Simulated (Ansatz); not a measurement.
**Ge in Ansatz: the effect of functional**

The system is Ge.

```
Ge
1.0
     4.05040    0.00000    0.00000
    -2.02520    3.50775    0.00000
     0.00000    0.00000   10.99336
Ge
4
Direct
  0.66667 0.33333 0.41485
  0.33333 0.66667 0.91485
  0.00000 0.00000 0.47745
  0.00000 0.00000 0.97745
```

This isn't the form of Ge at room conditions, which is diamond.

Alike in all runs:

- Program: Ansatz 0.2.0
- Task: band structure
- Potentials or basis: Ansatz PAW
- k mesh: 4 × 4 × 2
- Occupations: fermi-dirac, width 0.05 eV
- Spin: no spin polarisation

```tsv
functional	cutoff	pressure (GPa)	largest force (eV/Å)
LDA	420 eV (not typed: the program's choice for these potentials)	-2.4	0.27
PBEsol	420 eV (not typed: the program's choice for these potentials)	?	?
r2SCAN	500 eV (not typed: the program's choice for these potentials)	-1.7	0.26
```

Question: What does the run with functional PBEsol give?

Answer: Pressure -1.4 GPa; largest force 0.16 eV/Å.

Caveats: all runs use coarse meshes; the PAW data sets come from PBE, with cores solved anew for the run's functional, which leaves a small shift of forces and pressure.
